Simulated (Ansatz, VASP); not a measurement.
Al: VASP beside Ansatz

INCAR

```
SYSTEM = Al
  PREC = Accurate
  ENCUT = 520
  EDIFF = 1E-6
  ISMEAR = 0
  SIGMA = 0.1
  LREAL = .False.
  LASPH = .True.
  NELM = 100
  ALGO = Normal
  ISIF = 2
  LWAVE = .False.
  LCHARG = .True.
  GGA = PE
  IVDW = 12
  LELF = .True.
  LVHAR = .True.
  NBANDS = 10
```

The input KPOINTS:

```
Automatic mesh
0
Gamma
  9 9 4
  0 0 0
```

The input POSCAR:

```
Al
1.0
    2.8633495052      0.0000000000      0.0000000000
   -1.4316747526      2.4797334114      0.0000000000
    0.0000000000      0.0000000000      4.6758497419
Al
2
Direct
    0.3333333333      0.6666666667      0.2500000000
    0.6666666667      0.3333333333      0.7500000000
```

Input for Ansatz:

```yaml
crystal:
  lattice:
    - [2.8633495052, 0.0, 0.0]
    - [-1.4316747526, 2.4797334114, 0.0]
    - [0.0, 0.0, 4.6758497419]
  atoms:
    - { symbol: Al, position: [0.3333333333, 0.6666666667, 0.25] }
    - { symbol: Al, position: [0.6666666667, 0.3333333333, 0.75] }
basis:
  ecutwfc: 420
kpoints:
  mp_grid: { grid: [9, 9, 4] }
hamiltonian:
  xc: pbe
  dispersion: d3bj
scf:
  occupations: { method: gaussian, width: 0.1 }
output:
  forces: true
  stress: true
  eigenvalues: true
```

This isn't the form of Al at room conditions, which is fcc.

Alike in both runs: task single point; functional PBE; dispersion D3(BJ); k mesh 9 × 9 × 4; occupations gaussian, width 0.1 eV; no spin polarisation.

|  | VASP | Ansatz |
| --- | --- | --- |
| version | VASP 6.6.1 | Ansatz 0.2.0 |
| potentials or method | VASP PAW PBE potentials, release 64 (Al) | scalar-relativistic, plane waves, PAW |
| plane-wave cutoff (eV) | 520 | 420 |
| valence electrons in the cell | 6 | 6 |

```csv
,VASP,Ansatz,Ansatz less VASP
gap on the k mesh at the Fermi level (eV),none,none,-
pressure (GPa),-3.1,-3.1,+0.03
largest component of the traceless stress (GPa),0.84,0.84,+0.004
```

A gap of «none» marks a metal or a gap that the smearing closes.

Caveats: pairwise dispersion overbinds metals, which lowers pressure and volume.
